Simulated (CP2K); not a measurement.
Input of a CP2K 2026.2 run:

zns_bands.inp

```
&GLOBAL
  PROJECT zns_bands
  RUN_TYPE ENERGY_FORCE
  PRINT_LEVEL LOW
&END GLOBAL
&FORCE_EVAL
  METHOD QS
  STRESS_TENSOR ANALYTICAL
  &DFT
    BASIS_SET_FILE_NAME BASIS_MOLOPT_UZH
    POTENTIAL_FILE_NAME POTENTIAL_UZH
    &MGRID
      CUTOFF 675
      REL_CUTOFF 60
      NGRIDS 4
    &END MGRID
    &QS
      METHOD GPW
      EPS_DEFAULT 1.0E-10
    &END QS
    &KPOINTS
      SCHEME MONKHORST-PACK 9 9 9
      GAMMA_CENTERED T
      SYMMETRY T
      SYMMETRY_BACKEND SPGLIB
    &END KPOINTS
    &SCF
      SCF_GUESS ATOMIC
      EPS_SCF 1.0E-6
      MAX_SCF 100
      ADDED_MOS 10
      CHOLESKY OFF
      EPS_EIGVAL 1.0E-7
      &DIAGONALIZATION ON
        ALGORITHM STANDARD
      &END DIAGONALIZATION
      &MIXING ON
        METHOD BROYDEN_MIXING
        ALPHA 0.4
        BETA 1.5
        NBUFFER 8
      &END MIXING
      &SMEAR ON
        METHOD FERMI_DIRAC
        ELECTRONIC_TEMPERATURE 116.05
      &END SMEAR
    &END SCF
    &XC
      &XC_FUNCTIONAL
        &MGGA_X_R2SCAN
        &END MGGA_X_R2SCAN
        &MGGA_C_R2SCAN
        &END MGGA_C_R2SCAN
      &END XC_FUNCTIONAL
    &END XC
    &PRINT
      &KPOINTS ON
      &END KPOINTS
      &MULLIKEN ON
      &END MULLIKEN
      &MO ON
        ENERGIES T
        OCCUPATION_NUMBERS T
        &EACH
          QS_SCF 0
        &END EACH
        ADD_LAST NUMERIC
      &END MO
      &BAND_STRUCTURE
        FILE_NAME bands.bs
        ADDED_MOS 4
        &KPOINT_SET
          UNITS B_VECTOR
          NPOINTS 8
          SPECIAL_POINT GAMMA 0.00000000 0.00000000 0.00000000
          SPECIAL_POINT X 0.50000000 0.00000000 0.50000000
          SPECIAL_POINT W 0.50000000 0.25000000 0.75000000
          SPECIAL_POINT K 0.37500000 0.37500000 0.75000000
          SPECIAL_POINT GAMMA 0.00000000 0.00000000 0.00000000
          SPECIAL_POINT L 0.50000000 0.50000000 0.50000000
          SPECIAL_POINT U 0.62500000 0.25000000 0.62500000
          SPECIAL_POINT W 0.50000000 0.25000000 0.75000000
          SPECIAL_POINT L 0.50000000 0.50000000 0.50000000
          SPECIAL_POINT K 0.37500000 0.37500000 0.75000000
        &END KPOINT_SET
        &KPOINT_SET
          UNITS B_VECTOR
          NPOINTS 8
          SPECIAL_POINT U 0.62500000 0.25000000 0.62500000
          SPECIAL_POINT X 0.50000000 0.00000000 0.50000000
        &END KPOINT_SET
      &END BAND_STRUCTURE
    &END PRINT
  &END DFT
  &SUBSYS
    &CELL
      A 3.8212050455 0.0000000000 0.0000000000
      B 1.9106025228 3.3092606425 0.0000000000
      C 1.9106025228 1.1030868808 3.1200008547
      PERIODIC XYZ
    &END CELL
    &COORD
      SCALED
      Zn  0.7500000000 0.7500000000 0.7500000000
      S   0.0000000000 0.0000000000 0.0000000000
    &END COORD
    &KIND Zn
      BASIS_SET TZVP-MOLOPT-SCAN-GTH-q12
      POTENTIAL GTH-SCAN-q12
    &END KIND
    &KIND S
      BASIS_SET TZVP-MOLOPT-SCAN-GTH-q6
      POTENTIAL GTH-SCAN-q6
    &END KIND
    &PRINT
      &ATOMIC_COORDINATES ON
      &END ATOMIC_COORDINATES
      &CELL ON
      &END CELL
      &SYMMETRY ON
      &END SYMMETRY
    &END PRINT
  &END SUBSYS
  &PRINT
    &FORCES ON
    &END FORCES
    &STRESS_TENSOR ON
    &END STRESS_TENSOR
  &END PRINT
&END FORCE_EVAL
```

Potentials or basis: POTENTIAL_UZH Zn GTH-SCAN-q12, S GTH-SCAN-q6; TZVP-MOLOPT-SCAN-GTH basis.

Launch:

```sh
$ OMP_NUM_THREADS=2 cp2k.psmp -i zns_bands.inp -o zns_bands.out
```

Estimate the Mulliken charges.

Zn +0.51; S -0.51 e.

What does it give for the band gap on the k mesh?

2.50 eV, direct.

Estimate the band gap along the path.

2.50 eV, direct.

Levels at the corners of the path, in eV from the valence-band top:
```tsv
point	band 6	band 7	band 8	band 9	band 10	band 11	band 12	band 13
Γ	-5.71	0.00	0.00	0.00	2.50	6.85	6.85	6.85
X	-5.51	-4.59	-2.33	-2.33	3.75	4.46	11.67	12.75
W	-5.32	-4.69	-2.86	-2.78	6.10	6.49	8.47	8.84
K	-5.38	-4.72	-3.20	-1.89	4.51	6.40	10.04	10.46
Γ	-5.71	0.00	0.00	0.00	2.50	6.85	6.85	6.85
L	-5.54	-5.45	-0.91	-0.91	3.70	7.44	7.44	9.42
U	-5.38	-4.72	-3.20	-1.89	4.51	6.40	10.04	10.46
W	-5.32	-4.69	-2.86	-2.78	6.10	6.49	8.47	8.84
L	-5.54	-5.45	-0.91	-0.91	3.70	7.44	7.44	9.42
K	-5.38	-4.72	-3.20	-1.89	4.51	6.40	10.04	10.46
U	-5.38	-4.72	-3.20	-1.89	4.51	6.40	10.04	10.46
X	-5.51	-4.59	-2.33	-2.33	3.75	4.46	11.67	12.75
```

Caveat: the basis of atomic orbitals isn't converged, which shifts pressures, moduli and gaps.

**The experiment to reproduce.**

From “Electronic, vibrational, and thermodynamic properties of ZnS (zincblende and rocksalt structure)”, 2009, arxiv:0911.5022, for a bulk crystal of ZnS at 19 K: band gap 3.85 eV (direct).

Measured gap of ZnS: 3.85 eV (direct; 19 K; quoted in “Electronic, vibrational, and thermodynamic properties of ZnS (zincblende and rocksalt structure)”, 2009, arxiv:0911.5022). This calculation gives 2.50 eV (-1.35 eV). The value is that of r2SCAN in an atomic basis (POTENTIAL_UZH Zn GTH-SCAN-q12, S GTH-SCAN-q6; TZVP-MOLOPT-SCAN-GTH basis), whose error adds to the functional's,, without temperature or zero-point motion.
